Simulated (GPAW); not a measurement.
Input of a GPAW 26.7.0 run:

run.py

```python
from ase.dft.bandgap import bandgap
from ase.io import read, write
from ase.units import GPa
from gpaw import GPAW, PW, setup_paths

setup_paths.insert(0, '.')

atoms = read('POSCAR')
atoms.set_initial_magnetic_moments([4.0, 0.0])

calc = GPAW(mode=PW(800),
            xc='GGA_X_B88+GGA_C_P86',
            kpts={'size': (7, 7, 7), 'gamma': True},
            occupations={'name': 'fermi-dirac', 'width': 0.05},
            nbands=21,
            convergence={'density': 1e-05, 'energy': 1e-05},
            maxiter=150,
            txt='gpaw.txt')
atoms.calc = calc
energy = atoms.get_potential_energy()
forces = atoms.get_forces()
stress = atoms.get_stress()
calc.write('gs.gpw')
write('result.traj', atoms)
print(f'Energy: {energy:.6f} eV')
print('Forces (eV/A):')
print(forces.round(4))
print('Stress (GPa):', (stress / GPa).round(3))
print('Moments:', calc.get_magnetic_moments().round(3))
print('Fermi level:', round(calc.get_fermi_level(), 4), 'eV')
print(f'Gap: {bandgap(calc)[0]:.4f} eV, direct: {bandgap(calc, direct=True)[0]:.4f} eV')

path = atoms.cell.bandpath('GXWKGLUWLK,UX', npoints=100, eps=1e-4)
bs_calc = calc.fixed_density(kpts=path, symmetry='off', nbands=31,
                             convergence={'bands': 'CBM+6.0', 'eigenstates': 1e-6}, txt='bands.txt')
bs = bs_calc.band_structure()
bs.write('bs.json')
print(f'Gap on the path: {bandgap(bs_calc)[0]:.4f} eV')
```

File POSCAR:

```
MnO
1.0
    0.0000000000      2.2239077028      2.2239077028
    2.2239077028      0.0000000000      2.2239077028
    2.2239077028      2.2239077028      0.0000000000
Mn O
1 1
Direct
    0.0000000000      0.0000000000      0.0000000000
    0.5000000000      0.5000000000      0.5000000000
```

Potentials or basis: PAW data sets generated in the run's folder for this functional, pw.

Command:

```console
$ gpaw-setup -f GGA_X_B88+GGA_C_P86 Mn O
$ OMP_NUM_THREADS=1 python run.py
```

Q: What does it give for the net moment?

A: 4.65 μB per cell.

Q: What does it give for the pressure?

A: -1.1 GPa.

Q: Estimate the site moments.

A: Mn +4.16; O +0.16 μB.

Levels at the corners of the path, in eV from the Fermi level:
Spin up:
```csv
point,band 11,band 12,band 13,band 14
Γ,-3.23,-2.70,-2.70,-0.63
X,-2.02,-2.02,-1.91,4.84
W,-2.02,-1.99,-0.93,6.83
K,-1.96,-1.64,-0.97,6.22
Γ,-3.23,-2.70,-2.70,-0.63
L,-1.88,0.21,0.21,3.42
U,-1.96,-1.64,-0.97,6.22
W,-2.02,-1.99,-0.93,6.83
L,-1.88,0.21,0.21,3.42
K,-1.96,-1.64,-0.97,6.22
U,-1.96,-1.64,-0.97,6.22
X,-2.02,-2.02,-1.91,4.84
```
Spin down:
```csv
point,band 5,band 6,band 7,band 8,band 9,band 10,band 11,band 12
Γ,-20.00,-3.60,-3.60,-3.60,0.55,0.55,0.55,0.68
X,-19.07,-6.61,-4.57,-4.57,-1.00,1.76,1.97,2.25
W,-18.99,-5.90,-5.90,-5.44,1.10,1.10,1.95,2.26
K,-19.01,-6.26,-5.90,-4.87,0.26,2.00,2.04,2.17
Γ,-20.00,-3.60,-3.60,-3.60,0.55,0.55,0.55,0.68
L,-19.08,-7.54,-5.07,-5.07,1.76,1.80,1.80,3.50
U,-19.01,-6.26,-5.90,-4.87,0.26,2.00,2.04,2.17
W,-18.99,-5.90,-5.90,-5.44,1.10,1.10,1.95,2.26
L,-19.08,-7.54,-5.07,-5.07,1.76,1.80,1.80,3.50
K,-19.01,-6.26,-5.90,-4.87,0.26,2.00,2.04,2.17
U,-19.01,-6.26,-5.90,-4.87,0.26,2.00,2.04,2.17
X,-19.07,-6.61,-4.57,-4.57,-1.00,1.76,1.97,2.25
```

Caveat: a cell with one magnetic atom can't hold antiferromagnetic order, which such compounds often take; semilocal functionals often make such compounds metallic where correlation or magnetic order opens a gap, which also shifts bond lengths.
